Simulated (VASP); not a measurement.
# HfO2 (P2_1/c) in VASP: settings compared

One crystal, HfO2, is run at these levels: PBE, TB-mBJ; tasks: optical spectrum, single point, band structure.

Everything below comes from runs of VASP 6.6.1. Logs are shortened: lines on timing, memory, paths and dates and some standing lists are left out, and cuts for length are marked.

**Experimental background.**

“Temperature dependence of self-trapped exciton luminescence in nanostructured hafnia powder”, 2021, arxiv:2112.02602 quotes, for a bulk crystal of HfO2: band gap 5.54 eV (indirect).

The runs below are set against these values where they give the same quantity.

### Step 1. The crystal as given

Symmetry: P2_1/c, No. 14, monoclinic system. The conventional cell has a = 5.118 Å, b = 5.186 Å, c = 5.284 Å, α = 90.00°, β = 99.35°, γ = 90.00°. Hf (site symmetry 1) is surrounded by 7 O at 2.03 to 2.25 Å. Around O (site symmetry 1) lie 4 Hf at 2.14 to 2.25 Å. O (site symmetry 1) is surrounded by 3 Hf at 2.03 to 2.12 Å.

### Step 2. Optical spectrum, PBE

Input file INCAR:

```
  PREC = Accurate
  ENCUT = 520
  EDIFF = 1E-6
  ISMEAR = 0
  SIGMA = 0.05
  LREAL = F
  LASPH = T
  NELM = 60
  ALGO = Normal
  ISIF = 2
  LWAVE = F
  LCHARG = F
  GGA = PE
  LOPTICS = T
  NBANDS = 68
  NEDOS = 2000
  CSHIFT = 0.1
```

Input file KPOINTS:

```
regular mesh
0
Gamma
  6 6 6
```

Input file POSCAR:

```
HfO2
1.0
    5.1180000000      0.0000000000      0.0000000000
    0.0000000000      5.1857000000      0.0000000000
   -0.8586630598      0.0000000000      5.2138671406
Hf O
4 8
Direct
    0.2755000000      0.0397000000      0.2080000000
    0.7245000000      0.5397000000      0.2920000000
    0.7245000000      0.9603000000      0.7920000000
    0.2755000000      0.4603000000      0.7080000000
    0.4487000000      0.7581000000      0.4801000000
    0.5513000000      0.2581000000      0.0199000000
    0.5513000000      0.2419000000      0.5199000000
    0.4487000000      0.7419000000      0.9801000000
    0.0742000000      0.3316000000      0.3467000000
    0.9258000000      0.8316000000      0.1533000000
    0.9258000000      0.6684000000      0.6533000000
    0.0742000000      0.1684000000      0.8467000000
```

Potentials or basis: VASP PAW PBE potentials, release 64 (Hf_pv, O).

The run is started by

```
> cat potpaw_PBE.64/Hf_pv/POTCAR potpaw_PBE.64/O/POTCAR > POTCAR
> mpirun -np 1 vasp_std > vasp.out
```

OUTCAR:

```text
PREC = Accurate
   ENCUT = 520
   EDIFF = 1E-6
   ISMEAR = 0
   LREAL = F
   LASPH = T
   NELM = 60
   ISIF = 2
   GGA = PE

 ion  position               nearest neighbor table
   1  0.276  0.040  0.208-   9 2.03  10 2.07  12 2.12   5 2.14   6 2.17   8 2.23   7 2.25   3 3.31
                             4 3.43   4 3.43   2 3.45   2 3.45   3 3.45   3 3.56
   2  0.724  0.540  0.292-  10 2.03   9 2.07  11 2.12   6 2.14   5 2.17   7 2.23   8 2.25   4 3.31
                             3 3.43   3 3.43   1 3.45   1 3.45   4 3.45   4 3.56
   3  0.724  0.960  0.792-  11 2.03  12 2.07  10 2.12   7 2.14   8 2.17   6 2.23   5 2.25   1 3.31
                             2 3.43   2 3.43   4 3.45   4 3.45   1 3.45   1 3.56
   4  0.276  0.460  0.708-  12 2.03  11 2.07   9 2.12   8 2.14   7 2.17   5 2.23   6 2.25   2 3.31
                             1 3.43   1 3.43   3 3.45   3 3.45   2 3.45   2 3.56
   5  0.449  0.758  0.480-   1 2.14   2 2.17   4 2.23   3 2.25
   6  0.551  0.258  0.020-   2 2.14   1 2.17   3 2.23   4 2.25
   7  0.551  0.242  0.520-   3 2.14   4 2.17   2 2.23   1 2.25
   8  0.449  0.742  0.980-   4 2.14   3 2.17   1 2.23   2 2.25
   9  0.074  0.332  0.347-   1 2.03   2 2.07   4 2.12
  10  0.926  0.832  0.153-   2 2.03   1 2.07   3 2.12
  11  0.926  0.668  0.653-   3 2.03   4 2.07   2 2.12
  12  0.074  0.168  0.847-   4 2.03   3 2.07   1 2.12

  LATTYP: Found a simple monoclinic cell.
 ALAT       =     5.1180000000
 B/A-ratio  =     1.0132278234
 C/A-ratio  =     1.0324540836
 COS(beta)  =    -0.1624993963

  Lattice vectors:

 A1 = (   5.1180000000,   0.0000000000,   0.0000000000)
 A2 = (   0.0000000000,   5.1857000000,   0.0000000000)
 A3 = (  -0.8586630598,   0.0000000000,   5.2138671406)

Analysis of symmetry for initial positions (statically):
=====================================================================
 Subroutine PRICEL returns:
 Original cell was already a primitive cell.

 Routine SETGRP: Setting up the symmetry group for a
 simple monoclinic supercell.

 Subroutine GETGRP returns: Found  4 space group operations
 (whereof  2 operations were pure point group operations)
 out of a pool of  4 trial point group operations.

The static configuration has the point symmetry S_2 .
 The point group associated with its full space group is C_2h.

Analysis of symmetry for dynamics (positions and initial velocities):
=====================================================================
 Subroutine PRICEL returns:
 Original cell was already a primitive cell.

 Routine SETGRP: Setting up the symmetry group for a
 simple monoclinic supercell.

 Subroutine GETGRP returns: Found  4 space group operations
 (whereof  2 operations were pure point group operations)
 out of a pool of  4 trial point group operations.

The dynamic configuration has the point symmetry S_2 .
 The point group associated with its full space group is C_2h.

 Subroutine INISYM returns: Found  4 space group operations
 (whereof  2 operations are pure point group operations),
 and found     1 'primitive' translations

----------------------------------------------------------------------------------------

                                     Primitive cell

  volume of cell :     138.3782

  direct lattice vectors                    reciprocal lattice vectors
[... 141 lines left out ...]
  volume of cell :      138.38
 maximum number of plane-waves:      3751
 NGX is ok and might be reduce to    40
   NGX = 19   NGY = 19   NGZ = 19

 number of electron      87.9999989 magnetization

 Free energy of the ion-electron system (eV)
  ---------------------------------------------------
  ext. energy  EPLUGINS =         0.00000000
  ---------------------------------------------------
  free energy    TOTEN  =      -122.02859258 eV

  energy without entropy =     -122.02859258  energy(sigma->0) =     -122.02859258

 E-fermi :   3.2868     XC(G=0): -11.4284

 val. band max:        3.0819258136   @ k =   0.0000   0.0000   0.0000
[... 40 lines left out ...]
      4.17728      3.46612      3.40622         0.403967     -0.180221      0.117878
     -0.34727      0.87327      4.41458        -0.403967     -0.180221     -0.117878
 -----------------------------------------------------------------------------------
    total drift:                                0.000000     -0.000000      0.000000

  FREE ENERGIE OF THE ION-ELECTRON SYSTEM (eV)
  ---------------------------------------------------
  free  energy   TOTEN  =      -122.0285925817 eV

  energy  without entropy=     -122.0285925817  energy(sigma->0) =     -122.02859258

 electrical conductivity sigma (Mega S m-1) (frequency dependency in vasprun.xml)
  --------------------------------------------------------------------------------------
       0.000       0.000       0.000
       0.000       0.000       0.000
       0.000       0.000       0.000

  frequency dependent IMAGINARY DIELECTRIC FUNCTION (independent particle, no local field effects) density-density
     E(ev)      X         Y         Z        XY        YZ        ZX
  --------------------------------------------------------------------------------------------------------------
     0.00000     0.00000     0.00000     0.00000     0.00000     0.00000     0.00000
     0.51650     0.00596     0.00606     0.00486     0.00000     0.00000     0.00003
     1.03300     0.01234     0.01257     0.01002     0.00000     0.00000     0.00037
     1.54951     0.01968     0.02012     0.01586     0.00000     0.00000     0.00067
     2.06601     0.02873     0.02956     0.02288     0.00000     0.00000     0.00102
     2.58251     0.04079     0.04249     0.03192     0.00000     0.00000     0.00145
[... 92 lines left out ...]
    50.61723     0.00178     0.00181     0.00178     0.00000     0.00000     0.00002
    51.13373     0.00166     0.00169     0.00167     0.00000     0.00000     0.00002

  frequency dependent      REAL DIELECTRIC FUNCTION (independent particle, no local field effects) density-density
     E(ev)        X           Y           Z          XY          YZ          ZX
  --------------------------------------------------------------------------------------------------------------
     0.00000     4.45885     4.47370     4.18156     0.00000     0.00000     0.12350
     0.51650     4.47413     4.48923     4.19403     0.00000     0.00000     0.12513
     1.03300     4.52105     4.53700     4.23222     0.00000     0.00000     0.12695
     1.54951     4.60310     4.62074     4.29860     0.00000     0.00000     0.13007
     2.06601     4.72699     4.74781     4.39787     0.00000     0.00000     0.13474
     2.58251     4.90455     4.93157     4.53811     0.00000     0.00000     0.14133
[... 92 lines left out ...]
    50.61723     0.73783     0.73555     0.73780     0.00000     0.00000    -0.00309
    51.13373     0.74672     0.74457     0.74669     0.00000     0.00000    -0.00298

  frequency dependent IMAGINARY DIELECTRIC FUNCTION (independent particle, no local field effects) current-current
     E(ev)      X         Y         Z        XY        YZ        ZX
  --------------------------------------------------------------------------------------------------------------
     0.00000    26.78575    26.90074    24.63849     0.00000     0.00000     0.96058
     0.51650     1.35113     1.35708     1.24159     0.00000     0.00000     0.04848
     1.03300     0.69401     0.69733     0.63578     0.00000     0.00000     0.02494
     1.54951     0.48472     0.48744     0.44160     0.00000     0.00000     0.01746
     2.06601     0.38950     0.39235     0.35180     0.00000     0.00000     0.01407
     2.58251     0.34316     0.34696     0.30592     0.00000     0.00000     0.01240
[... 92 lines left out ...]
    50.61723     0.00074     0.00076     0.00075     0.00000     0.00000     0.00001
    51.13373     0.00067     0.00069     0.00068     0.00000     0.00000     0.00001

  frequency dependent      REAL DIELECTRIC FUNCTION (independent particle, no local field effects) current-current
     E(ev)        X           Y           Z          XY          YZ          ZX
  --------------------------------------------------------------------------------------------------------------
     0.00000     4.45641     4.47122     4.17957     0.00000     0.00000     0.12449
     0.51650     4.47162     4.48669     4.19199     0.00000     0.00000     0.12507
     1.03300     4.51847     4.53437     4.23012     0.00000     0.00000     0.12686
     1.54951     4.60037     4.61795     4.29639     0.00000     0.00000     0.12997
     2.06601     4.72403     4.74476     4.39551     0.00000     0.00000     0.13463
     2.58251     4.90122     4.92811     4.53550     0.00000     0.00000     0.14121
[... 92 lines left out ...]
    50.61723     0.73784     0.73555     0.73780     0.00000     0.00000    -0.00309
    51.13373     0.74672     0.74458     0.74670     0.00000     0.00000    -0.00298
```

Run time: 14 min. Hardware: 1 thread of Intel Xeon Platinum 8488C (Sapphire Rapids), shared host; peak memory 1.3 GiB.

What came out:

```yaml
Free_energy: -122.0286 eV
Pressure: 2.7 GPa
Largest_force: 0.458 eV/Å
Band_gap_on_the_k_mesh: 4.11 eV, indirect (least direct gap 4.20 eV)
```

Forces on the atoms (eV/Å):
```
Hf   0.159  0.018  0.030
Hf  -0.159  0.018 -0.030
Hf  -0.159 -0.018 -0.030
Hf   0.159 -0.018  0.030
O   -0.114 -0.032 -0.079
O    0.114 -0.032  0.079
O    0.114  0.032  0.079
O   -0.114  0.032 -0.079
O   -0.404  0.180 -0.118
O    0.404  0.180  0.118
O    0.404 -0.180  0.118
O   -0.404 -0.180 -0.118
```

Dielectric function (mean over the directions given):
```tsv
energy (eV)	real part	imaginary part
0.31	4.38	0.00
0.77	4.40	0.01
1.32	4.47	0.02
1.78	4.55	0.02
2.32	4.70	0.03
2.79	4.88	0.04
3.33	5.17	0.07
3.80	5.55	0.10
4.34	6.25	0.31
4.80	7.10	0.72
5.35	8.17	2.57
5.81	7.20	4.68
6.35	5.80	4.99
6.82	5.18	5.28
7.36	4.42	5.93
7.83	3.63	5.96
8.37	3.39	6.03
8.83	2.87	6.82
9.37	1.56	7.08
9.84	0.12	7.10
10.38	-1.54	6.32
10.85	-2.27	5.18
11.39	-2.48	3.78
11.85	-2.21	3.05
12.40	-2.13	2.37
12.86	-2.04	1.91
13.40	-1.77	1.46
13.87	-1.62	1.09
14.41	-1.37	0.70
14.88	-1.07	0.47
15.42	-0.81	0.29
15.88	-0.59	0.22
16.42	-0.39	0.15
16.89	-0.23	0.12
17.43	-0.10	0.09
17.90	0.02	0.05
18.44	0.15	0.03
18.90	0.25	0.02
19.45	0.35	0.02
19.99	0.46	0.02
```

Caveat: spectra need much finer meshes, so this one isn't converged; independent-particle spectra lack excitons; spin-orbit coupling is left out, which moves the levels of the heavy elements.

### Step 3. Single point, TB-mBJ

POSCAR is that of step 2.

Input file INCAR.step1:

```
PREC = Accurate
ENCUT = 520
EDIFF = 1E-5
ISMEAR = 0
SIGMA = 0.05
LREAL = False
LASPH = True
NELM = 100
ALGO = Normal
ISIF = 2
LWAVE = True
LCHARG = False
NBANDS = 56
GGA = PE
```

Input file INCAR.step2:

```
PREC = Accurate
ENCUT = 520
EDIFF = 1E-6
ISMEAR = 0
SIGMA = 0.05
LREAL = False
LASPH = True
NELM = 100
ALGO = Normal
ISIF = 2
LWAVE = False
LCHARG = False
METAGGA = MBJ
NBANDS = 56
ISTART = 1
```

Input file KPOINTS:

```
Automatic mesh
0
Gamma
  4 4 4
```

Potentials or basis: VASP PAW PBE potentials, release 64 (Hf_pv, O).

The run is started by

```
> cat potpaw_PBE.64/Hf_pv/POTCAR potpaw_PBE.64/O/POTCAR > POTCAR
> cp INCAR.step1 INCAR
> mpirun -np 1 vasp_std > vasp.out
> cp INCAR.step2 INCAR
> mpirun -np 1 vasp_std > vasp.out
```

It took 10 min on 1 thread of Intel Xeon 6975P-C (Granite Rapids), shared host; peak memory 0.35 GiB.

It converged, with:

```yaml
Band_gap_on_the_k_mesh: 5.74 eV, indirect (least direct gap 5.80 eV)
```

Levels at points of the mesh, in eV from the valence-band top:
```tsv
k point	band 40	band 41	band 42	band 43	band 44	band 45	band 46	band 47	band 48	band 49
(0.00, 0.00, 0.00)	-0.87	-0.60	-0.57	-0.26	0.00	6.28	6.64	6.88	7.09	7.17
(0.50, 0.00, 0.00)	-0.91	-0.76	-0.55	-0.49	-0.07	5.74	6.72	6.75	6.81	7.36
(0.00, 0.50, 0.00)	-1.06	-0.76	-0.76	-0.47	-0.47	6.63	6.63	7.10	7.10	7.49
(0.50, 0.50, 0.00)	-1.29	-0.95	-0.95	-0.56	-0.56	6.35	6.35	6.86	6.86	7.54
(0.00, 0.00, 0.50)	-0.94	-0.89	-0.89	-0.46	-0.46	6.41	6.41	6.77	6.77	7.66
(0.50, 0.00, 0.50)	-1.29	-0.95	-0.95	-0.46	-0.46	6.06	6.06	7.01	7.01	7.25
(0.00, 0.50, 0.50)	-0.96	-0.83	-0.83	-0.67	-0.67	6.55	6.55	6.80	6.80	7.42
(0.50, 0.50, 0.50)	-1.07	-1.02	-1.02	-0.72	-0.72	6.26	6.26	6.88	6.88	7.25
```

Caveat: the PAW data sets were made with another functional, which shifts forces and pressure a little; spin-orbit coupling is left out, which moves the levels of the heavy elements.

### Step 4. Band structure, PBE

POSCAR is that of step 3.

Input file INCAR.step1:

```
ALGO = Normal ; EDIFF = 1E-6
ENCUT = 520 ; GGA = PE
ISIF = 2 ; ISMEAR = 0
LASPH = True ; LCHARG = True
LMAXMIX = 4 ; LREAL = False
LWAVE = False ; NBANDS = 56
NELM = 100 ; PREC = Accurate
SIGMA = 0.05
```

Input file KPOINTS.step1:

```
k-points
0
Gamma
  4 4 4
```

Input file INCAR.step2:

```
ALGO = Normal ; EDIFF = 1E-6
ENCUT = 520 ; GGA = PE
ICHARG = 11 ; ISIF = 2
ISMEAR = 0 ; LASPH = True
LCHARG = False ; LMAXMIX = 4
LREAL = False ; LWAVE = False
NBANDS = 56 ; NELM = 100
PREC = Accurate ; SIGMA = 0.05
```

Input file KPOINTS.step2:

```
path GYHCEM1AXH1,MDZ,YD
10
line-mode
reciprocal
 0.0000000000  0.0000000000  0.0000000000  G
 0.0000000000  0.0000000000  0.5000000000  Y

 0.0000000000  0.0000000000  0.5000000000  Y
-0.4327310173  0.0000000000  0.5726006525  H

-0.4327310173  0.0000000000  0.5726006525  H
-0.5000000000  0.0000000000  0.5000000000  C

-0.5000000000  0.0000000000  0.5000000000  C
-0.5000000000  0.5000000000  0.5000000000  E

-0.5000000000  0.5000000000  0.5000000000  E
-0.5672689827  0.5000000000  0.4273993475  M1

-0.5672689827  0.5000000000  0.4273993475  M1
-0.5000000000  0.5000000000  0.0000000000  A

-0.5000000000  0.5000000000  0.0000000000  A
-0.5000000000  0.0000000000  0.0000000000  X

-0.5000000000  0.0000000000  0.0000000000  X
-0.5672689827  0.0000000000  0.4273993475  H1

-0.4327310173  0.5000000000  0.5726006525  M
 0.0000000000  0.5000000000  0.5000000000  D

 0.0000000000  0.5000000000  0.5000000000  D
 0.0000000000  0.5000000000  0.0000000000  Z

 0.0000000000  0.0000000000  0.5000000000  Y
 0.0000000000  0.5000000000  0.5000000000  D
```

The run is started by

```
> cat potpaw_PBE.64/Hf_pv/POTCAR potpaw_PBE.64/O/POTCAR > POTCAR
> cp INCAR.step1 INCAR
> cp KPOINTS.step1 KPOINTS
> mpirun -np 1 vasp_std > vasp.out
> cp INCAR.step2 INCAR
> cp KPOINTS.step2 KPOINTS
> mpirun -np 1 vasp_std > vasp.out
```

Run time: 15 min. Hardware: 1 thread of Intel Xeon Platinum 8488C (Sapphire Rapids), shared host; peak memory 0.65 GiB.

It converged, with:

| Property | Result |
| --- | --- |
| Band gap on the k mesh | 4.11 eV, indirect (least direct gap 4.20 eV) |
| Band gap along the path | 4.11 eV, indirect (least direct gap 4.18 eV) |

Levels at the corners of the path, in eV from the valence-band top:
```csv
point,band 41,band 42,band 43,band 44,band 45,band 46,band 47,band 48
Γ,-0.54,-0.52,-0.17,0.00,4.54,5.10,5.28,5.50
Y,-0.81,-0.81,-0.49,-0.49,4.79,4.79,5.23,5.23
Y,-0.81,-0.81,-0.49,-0.49,4.79,4.79,5.23,5.23
H,-1.06,-0.75,-0.64,-0.35,4.34,4.54,5.45,5.58
H,-1.06,-0.75,-0.64,-0.35,4.34,4.54,5.45,5.58
C,-0.96,-0.96,-0.50,-0.50,4.43,4.43,5.55,5.55
C,-0.96,-0.96,-0.50,-0.50,4.43,4.43,5.55,5.55
E,-1.03,-1.03,-0.74,-0.74,4.60,4.60,5.30,5.30
E,-1.03,-1.03,-0.74,-0.74,4.60,4.60,5.30,5.30
M1,-1.02,-1.02,-0.71,-0.71,4.62,4.62,5.33,5.33
M1,-1.02,-1.02,-0.71,-0.71,4.62,4.62,5.33,5.33
A,-0.89,-0.89,-0.58,-0.58,4.83,4.83,5.28,5.28
A,-0.89,-0.89,-0.58,-0.58,4.83,4.83,5.28,5.28
X,-0.69,-0.56,-0.49,-0.09,4.11,5.15,5.24,5.28
X,-0.69,-0.56,-0.49,-0.09,4.11,5.15,5.24,5.28
H1,-1.06,-0.75,-0.64,-0.35,4.34,4.54,5.45,5.58
M,-1.02,-1.02,-0.71,-0.71,4.62,4.62,5.33,5.33
D,-0.91,-0.91,-0.62,-0.62,4.98,4.98,5.13,5.13
D,-0.91,-0.91,-0.62,-0.62,4.98,4.98,5.13,5.13
Z,-0.79,-0.79,-0.42,-0.42,5.10,5.10,5.58,5.58
Y,-0.81,-0.81,-0.49,-0.49,4.79,4.79,5.23,5.23
D,-0.91,-0.91,-0.62,-0.62,4.98,4.98,5.13,5.13
```

Caveat: the log is that of the step along the path at fixed density, whose energy, stress, charges and moments have no meaning; spin-orbit coupling is left out, which moves the levels of the heavy elements.

### Step 5. The runs side by side

| task | level | k mesh | gap on the mesh (eV) |
| --- | --- | --- | --- |
| optical spectrum | PBE | 6 × 6 × 6 | 4.11 |
| single point | TB-mBJ | 4 × 4 × 4 | 5.74 |
| band structure | PBE | 4 × 4 × 4 | 4.11 |

Alike in all rows: potentials or basis VASP PAW PBE potentials, release 64 (Hf_pv, O); no spin polarisation; cell as given; cutoff (eV) 520; smearing gaussian 0.05 eV.

On the cell as given the gap runs from 4.11 eV (PBE) to 5.74 eV (TB-mBJ); the meshes differ, which moves gaps too.

Caveats: spin-orbit coupling is left out, which moves the levels of the heavy elements; spectra need much finer meshes, so this one isn't converged (some runs); independent-particle spectra lack excitons (some runs); the PAW data sets were made with another functional, which shifts forces and pressure a little (some runs).

Absolute energies hang on the potentials; compare differences alone.

### Step 6. Against experiment

Step 2. Measured gap of HfO2: 5.54 eV (indirect; quoted in “Temperature dependence of self-trapped exciton luminescence in nanostructured hafnia powder”, 2021, arxiv:2112.02602). This calculation gives 4.11 eV (-1.43 eV). Spin-orbit coupling on Hf is left out. The value is that of PBE on a finite k mesh, which can miss the band edges, without temperature or zero-point motion. Semilocal functionals fall short of measured gaps as a rule.

Step 3. Against the measured gap of HfO2, 5.54 eV (indirect; quoted in “Temperature dependence of self-trapped exciton luminescence in nanostructured hafnia powder”, 2021, arxiv:2112.02602), the calculated 5.74 eV is off by +0.20 eV. Spin-orbit coupling on Hf is left out. The value is that of TB-mBJ on a finite k mesh, which can miss the band edges, without temperature or zero-point motion.

Step 4. Measured gap of HfO2: 5.54 eV (indirect; quoted in “Temperature dependence of self-trapped exciton luminescence in nanostructured hafnia powder”, 2021, arxiv:2112.02602). This calculation gives 4.11 eV (-1.43 eV). Spin-orbit coupling on Hf is left out. The value is that of PBE, without temperature or zero-point motion. Semilocal functionals fall short of measured gaps as a rule.
